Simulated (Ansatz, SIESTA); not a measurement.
This is a calculation of TiAl3 for SIESTA 5.4.2. The cell comes from a database or a generator and needn't be the stable form of this composition.

The input TiAl3.fdf:

```
SystemName                      TiAl3
SystemLabel                     TiAl3
NumberOfSpecies                 2
NumberOfAtoms                   4
%block ChemicalSpeciesLabel
  1  22 Ti
  2  13 Al
%endblock ChemicalSpeciesLabel

LatticeConstant                 1.0 Ang
%block LatticeVectors
    -1.9111067713     1.9111067713     4.2806687947
     1.9111067713    -1.9111067713     4.2806687947
     1.9111067713     1.9111067713    -4.2806687947
%endblock LatticeVectors
AtomicCoordinatesFormat         Fractional
%block AtomicCoordinatesAndAtomicSpecies
     0.0000000000     0.0000000000     0.0000000000  1  Ti
     0.2500000000     0.7500000000     0.5000000000  2  Al
     0.7500000000     0.2500000000     0.5000000000  2  Al
     0.5000000000     0.5000000000     0.0000000000  2  Al
%endblock AtomicCoordinatesAndAtomicSpecies

%block kgrid.MonkhorstPack
   10   0   0  0.0
    0  10   0  0.0
    0   0  10  0.0
%endblock kgrid.MonkhorstPack
XC.Functional                   GGA
XC.Authors                      PBEsol
PAO.BasisSize                   DZP
PAO.EnergyShift                 0.003 Ry
Mesh.Cutoff                     800 Ry
OccupationFunction              FD
ElectronicTemperature           0.05 eV
MaxSCFIterations                120
SCF.MustConverge                false
SCF.Mixer.Method                Pulay
SCF.Mixer.Weight                0.25
SCF.Mixer.History               8
SCF.DM.Tolerance                5.0e-05
SCF.H.Tolerance                 1.0e-03 eV
WriteForces                     true
Charge.Mulliken                 end
%block PAO.Basis
  Ti 5
  n=3 0 2
    3.151 0.000
  n=4 0 2
    8.703 0.000
  n=3 1 2
    3.568 0.000
  n=4 1 1
    8.703
  n=3 2 2
    6.267 0.000
%endblock PAO.Basis
```

Potentials or basis: PseudoDojo 0.4 standard (PBEsol files), converted to PSML, two zetas on semicore shells, DZP (energy shift 0.003 Ry; two zetas on semicore shells).

Command:

```bash
$ siesta < TiAl3.fdf > TiAl3.out 2>&1
```

Problem. What does the same run look like in Ansatz 0.2.0? Potentials or basis there: Ansatz PAW, cutoff 420 eV.

Solution. As run (cutoffs and basis follow the program's own potentials, and thresholds, step limits or extra output files can differ):

The input input.yaml:

```yaml
crystal:
  lattice:
    - [-1.9111067713, 1.9111067713, 4.2806687947]
    - [1.9111067713, -1.9111067713, 4.2806687947]
    - [1.9111067713, 1.9111067713, -4.2806687947]
  atoms:
    - { symbol: Ti, position: [0.0, 0.0, 0.0] }
    - { symbol: Al, position: [0.25, 0.75, 0.5] }
    - { symbol: Al, position: [0.75, 0.25, 0.5] }
    - { symbol: Al, position: [0.5, 0.5, 0.0] }
hamiltonian:
  xc: pbesol
  pseudopotentials: { kind: paw }
kpoints:
  mp_grid: { grid: [10, 10, 10] }
scf:
  occupations: { method: fermi_dirac, width: 0.05 }
output:
  forces: true
  stress: true
  eigenvalues: true
  write_density: true
  write_potential: true
  elf: true
  volumetric_format: npy
```

Potentials or basis: Ansatz PAW.

Run with:

```console
$ ansatz run input.yaml --threads 1 --pin off --max-ram 3584MiB --backend cpu --events-out ev --progress --plain --runs-dir out
```

Both were run:

|  | SIESTA | Ansatz |
| --- | --- | --- |
| Pressure | -0.1 GPa | -0.5 GPa |

Ansatz's pressure holds a Pulay term of +0.05 GPa for its cutoff of 420 eV, which the other run lacks.

Ansatz's potentials were made for PBE.

Where Ansatz's input types no cutoff or centring, it takes its own default and a Γ-centred mesh.

Pressure is positive in compression.
